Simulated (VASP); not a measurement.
# Ag in VASP: further runs, part 2 of 2

VASP 6.6.1. The steps go on from the part before.

### Step 5. Single point, PBE+D3, collinear spin, ferromagnetic start

Input file INCAR:

```
SYSTEM = Ag
PREC = Accurate
ENCUT = 400
EDIFF = 1E-7
ISMEAR = 0
SIGMA = 0.01
LREAL = .False.
LASPH = .True.
NELM = 60
ALGO = Fast
ISIF = 2
LWAVE = .False.
LCHARG = .False.
ISPIN = 2
MAGMOM = 0.5
LORBIT = 11
NUPDOWN = 1
LMAXMIX = 4
GGA = PE
IVDW = 11
NBANDS = 16
ISYM = 0
```

Input file KPOINTS:

```
Automatic mesh
0
Gamma
  1 1 1
  0 0 0
```

Input file POSCAR:

```
Ag                                      
1.0
   10.5000000000      0.0000000000      0.0000000000
    0.0000000000     11.0000000000      0.0000000000
    0.0000000000      0.0000000000     11.5000000000
  Ag            
     1
Selective dynamics
Direct
     0.5000000000000000    0.5045454544999970    0.5000000000000000   F   F   F
```

Potentials or basis: VASP PAW PBE potentials, release 64 (Ag).

Launch:

```sh
$ cat potpaw_PBE.64/Ag/POTCAR > POTCAR
$ mpirun -np 4 vasp_gam > vasp.out
```

OUTCAR:

```text
SYSTEM = Ag
   PREC = Accurate
   ENCUT = 400
   EDIFF = 1E-7
   ISMEAR = 0
   LREAL = .False.
   LASPH = .True.
   NELM = 60
   ISIF = 2
   ISPIN = 2
   LORBIT = 11
   NUPDOWN = 1
   GGA = PE
   IVDW = 11
   ISYM = 0
 IVDW          = 11

 ion  position               nearest neighbor table
   1  0.500  0.505  0.500-

IMPORTANT INFORMATION: All symmetrisations will be switched off!
NOSYMM: (Re-)initialisation of all symmetry stuff for point group C_1.

----------------------------------------------------------------------------------------

                                     Primitive cell

  volume of cell :    1328.2500

  direct lattice vectors                    reciprocal lattice vectors
    10.500000000  0.000000000  0.000000000     0.095238095  0.000000000  0.000000000
     0.000000000 11.000000000  0.000000000     0.000000000  0.090909091  0.000000000
     0.000000000  0.000000000 11.500000000     0.000000000  0.000000000  0.086956522

  length of vectors
    10.500000000 11.000000000 11.500000000     0.095238095  0.090909091  0.086956522

  position of ions in fractional coordinates (direct lattice)
     0.500000000  0.504545454  0.500000000

  ion indices of the primitive-cell ions
   primitive index   ion index
                 1           1

----------------------------------------------------------------------------------------

 KPOINTS: Automatic mesh

Automatic generation of k-mesh.
 Grid dimensions read from file:
 generate k-points for:    1    1    1

 Generating k-lattice:

  Cartesian coordinates                     Fractional coordinates (reciprocal lattice)
     0.095238095  0.000000000  0.000000000     1.000000000  0.000000000  0.000000000
     0.000000000  0.090909091  0.000000000     0.000000000  1.000000000  0.000000000
     0.000000000  0.000000000  0.086956522     0.000000000  0.000000000  1.000000000

  Length of vectors
     0.095238095  0.090909091  0.086956522

  Shift w.r.t. Gamma in fractional coordinates (k-lattice)
     0.000000000  0.000000000  0.000000000

 Subroutine IBZKPT returns following result:
 ===========================================

 Found      1 irreducible k-points:

 Following reciprocal coordinates:
            Coordinates               Weight
  0.000000  0.000000  0.000000      1.000000
   k-points           NKPTS =      1   k-points in BZ     NKDIM =      1   number of bands    NBANDS=     16
   number of dos      NEDOS =    301   number of ions     NIONS =      1
   total plane-waves  NPLWV = 403200
   dimension x,y,z NGX =    70 NGY =   72 NGZ =   80
   dimension x,y,z NGXF=   140 NGYF=  144 NGZF=  160
   ions per type =               1
   NGX,Y,Z   is equivalent  to a cutoff of  11.08, 10.88, 11.56 a.u.
   NGXF,Y,Z  is equivalent  to a cutoff of  22.17, 21.76, 23.13 a.u.
 SYSTEM =  Ag
   PREC   = accura    normal or accurate (medium, high low for compatibility)
   ISTART =      0    job   : 0-new  1-cont  2-samecut
   ICHARG =      2    charge: 1-file 2-atom 10-const
   ISPIN  =      2    spin polarized calculation?
   LNONCOLLINEAR =      F non collinear calculations
   LSORBIT =      F    spin-orbit coupling
   LASPH  =      T    aspherical Exc in radial PAW
   ENCUT  =  400.0 eV  29.40 Ry    5.42 a.u.  17.12 17.94 18.75*2*pi/ulx,y,z
   NELM   =     60;   NELMIN=  2; NELMDL= -5     # of ELM steps
   EDIFF  = 0.1E-06   stopping-criterion for ELM
   LREAL  =      F    real-space projection
   EDIFFG = 0.1E-05   stopping-criterion for IOM
   NSW    =      0    number of steps for IOM
   IBRION =     -1    ionic relax: 0-MD 1-quasi-New 2-CG
   NFREE  =      0    steps in history (QN), initial steepest desc. (CG)
   ISIF   =      2    stress and relaxation
   ISYM   =      0    0-nonsym 1-usesym 2-fastsym
   POTIM  = 0.5000    time-step for ionic-motion
   TEBEG  =    0.0;   TEEND  =   0.0 temperature during run
   PSTRESS=    0.0 pullay stress
   NELECT =      11.0000    total number of electrons
   NUPDOWN=       1.0000    fix difference up-down
   EMIN   =  10.00;   EMAX   =-10.00  energy-range for DOS
   EFERMI =   0.00;   METHOD = LEGACY
   ISMEAR =     0;   SIGMA  =   0.01  broadening in eV -4-tet -1-fermi 0-gaus
   EFERMI_NEDOS =   21; number of points for ismear=-14 and -15
   IALGO  =     68    algorithm
   IMIX   =      4    mixing-type and parameters
     AMIX     =   0.40;   BMIX     =  1.00
     AMIX_MAG =   1.60;   BMIX_MAG =  1.00
  volume/ion in A,a.u.               =    1328.25      8963.47
  Fermi-wavevector in a.u.,A,eV,Ry     =   0.331217  0.625909  1.492622  0.109705
  Thomas-Fermi vector in A             =   1.227185
   LORBIT       =     11    0 simple, 1 ext, 2 COOP (PROOUT), +10 PAW based schemes
   GGA     = PE    functional components
   LHFCALC =     F    Hartree Fock is set to
   AEXX    =    0.0000 exact exchange contribution
   IVDW    =    11    specifies the selected vdW correction
   LEPSILON=     F    determine dielectric tensor
   LRPA    =     F    only Hartree local field effects (RPA)
 spin polarized calculation
 RMM-DIIS sequential band-by-band and
 Gauss-broadening in eV      SIGMA  =   0.01
  energy-cutoff  :      400.00
  volume of cell :     1328.25
 maximum number of plane-waves:     12033
 NGX is ok and might be reduce to    70
   NGX = 35   NGY = 35   NGZ = 37

 number of electron      10.9999998 magnetization       1.0000001

 Free energy of the ion-electron system (eV)
  ---------------------------------------------------
  ext. energy  EPLUGINS =         0.00000000
  ---------------------------------------------------
  free energy    TOTEN  =        -0.19943332 eV

  energy without entropy =       -0.19943332  energy(sigma->0) =       -0.19943332

 E-fermi :  -7.0720     XC(G=0):  -0.6724

 val. band max:       -4.5642643698   @ k =   0.0000   0.0000   0.0000
 cond. band min:      -3.7911369703   @ k =   0.0000   0.0000   0.0000
 fundamental gap:      0.7731273996
 Fermi energy:        -4.4906270875

 spin component 1

 k-point     1 :       0.0000    0.0000    0.0000
  band No.  band energies     occupation
      1      -7.3345      1.00000
      2      -7.3345      1.00000
      3      -7.3345      1.00000
      4      -7.3345      1.00000
      5      -7.3345      1.00000
      6      -4.5643      1.00000
      7      -0.7789      0.00000
      8      -0.7630      0.00000
      9      -0.7421      0.00000
     10      -0.2002      0.00000
     11       0.7305      0.00000
     12       1.2514      0.00000
     13       1.3421      0.00000
     14       1.4022      0.00000
     15       1.4466      0.00000
     16       2.0681      0.00000
 Fermi energy:        -7.0720478873

 spin component 2

 k-point     1 :       0.0000    0.0000    0.0000
  band No.  band energies     occupation
      1      -7.1285      1.00000
      2      -7.1285      1.00000
      3      -7.1285      1.00000
      4      -7.1285      1.00000
      5      -7.1284      1.00000
      6      -3.7911      0.00000
      7      -0.0308      0.00000
      8      -0.0105      0.00000
      9       0.0147      0.00000
     10       0.2031      0.00000
     11       1.1741      0.00000
     12       1.2752      0.00000
     13       1.6183      0.00000
     14       1.6950      0.00000
     15       1.7320      0.00000
     16       1.7935      0.00000

------------------------ aborting loop because EDIFF is reached ----------------------------------------

 Edisp (eV)   -0.00069

 E8    (eV) :    -0.0001

  FORCE on cell =-STRESS in cart. coord.  units (eV):
  Direction    XX          YY          ZZ          XY          YZ          ZX
  --------------------------------------------------------------------------------------
  -------------------------------------------------------------------------------------
  Total      -0.06554    -0.06179    -0.05884     0.00000     0.00000     0.00000
  in kB      -0.07906    -0.07453    -0.07097     0.00000     0.00000     0.00000
  external pressure =       -0.07 kB  Pullay stress =        0.00 kB

 VOLUME and BASIS-vectors are now :
 -----------------------------------------------------------------------------
  energy-cutoff  :      400.00
  volume of cell :     1328.25
      direct lattice vectors                 reciprocal lattice vectors
    10.500000000  0.000000000  0.000000000     0.095238095  0.000000000  0.000000000
     0.000000000 11.000000000  0.000000000     0.000000000  0.090909091  0.000000000
     0.000000000  0.000000000 11.500000000     0.000000000  0.000000000  0.086956522

 POSITION                                       TOTAL-FORCE (eV/Angst)
 -----------------------------------------------------------------------------------
      5.25000      5.55000      5.75000         0.000000     -0.000548     -0.000001
 -----------------------------------------------------------------------------------
    total drift:                                0.000000     -0.000548     -0.000001

  FREE ENERGIE OF THE ION-ELECTRON SYSTEM (eV)
  ---------------------------------------------------
  free  energy   TOTEN  =        -0.2001189802 eV

  energy  without entropy=       -0.2001189802  energy(sigma->0) =       -0.20011898

 total charge

# of ion       s       p       d       tot
------------------------------------------
    1        0.366   0.000   9.339   9.705

 magnetization (x)

# of ion       s       p       d       tot
------------------------------------------
    1        0.366   0.000  -0.023   0.344
```

OSZICAR:

```text
N       E                     dE             d eps       ncg     rms          rms(c)
DAV:   1     0.793154980912E+02    0.79315E+02   -0.15208E+03    64   0.276E+02
DAV:   2     0.103650074422E+02   -0.68950E+02   -0.63116E+02   112   0.466E+01
[... 19 lines left out ...]
RMM:  22    -0.199431681272E+00   -0.32154E-05   -0.22610E-07    79   0.922E-04    0.158E-04
RMM:  23    -0.199432064879E+00   -0.38361E-06   -0.49177E-08    79   0.651E-04    0.899E-05
RMM:  24    -0.199432737379E+00   -0.67250E-06   -0.16016E-08    72   0.390E-04    0.730E-05
RMM:  25    -0.199433134838E+00   -0.39746E-06   -0.43168E-09    71   0.265E-04    0.563E-05
RMM:  26    -0.199433321200E+00   -0.18636E-06   -0.25335E-09    69   0.259E-04    0.546E-05
RMM:  27    -0.199433320472E+00    0.72851E-09   -0.58570E-10    53   0.219E-04
   1 F= -.20011898E+00 E0= -.20011898E+00  d E =-.213665E-15  mag=     1.0000
```

stdout:

```text
POSCAR found type information on POSCAR Ag
 POSCAR found :  1 types and       1 ions
 scaLAPACK will be used
 LDA part: xc-table for (Slater+PW92), standard interpolation
 POSCAR, INCAR and KPOINTS ok, starting setup
 FFT: planning ... GRIDC
 FFT: planning ... GRID_SOFT
 FFT: planning ... GRID
 WAVECAR not read
 entering main loop
```

Wall time 37 s (4 MPI ranks of Intel Xeon 6975P-C (Granite Rapids), shared host); peak memory 0.41 GiB.

Results:

* Free energy: -0.2001 eV
* Net moment: 1.00 μB per cell
* Site moments: Ag +0.34 μB
* Valence electrons inside the program's atomic spheres: Ag 9.71
* Dispersion energy per atom: -0.001 eV

Caveat: the total moment is fixed, so each spin has its own Fermi level.

### Step 6. The runs side by side

| level | potentials or basis | moment (μB) |
| --- | --- | --- |
| rev-vdW-DF2 | VASP PAW PBE potentials, release 64 (Ag) | 1.00 |
| LDA | VASP PAW LDA potentials, release 64 (Ag) | 1.00 |
| PBEsol | VASP PAW PBE potentials, release 64 (Ag) | 1.00 |
| PBE+D3 | VASP PAW PBE potentials, release 64 (Ag) | 1.00 |

Alike in all rows: task single point; spin collinear, ferromagnetic start; fixed moment (μB) 1; cell as given; k mesh 1 × 1 × 1; cutoff (eV) 400; smearing gaussian 0.01 eV.

Caveats: the total moment is fixed, so each spin has its own Fermi level; the PAW data sets were made with another functional, which shifts forces and pressure a little (some runs).

Total energies depend on the potentials used, so only differences within one code and one set of settings carry meaning.
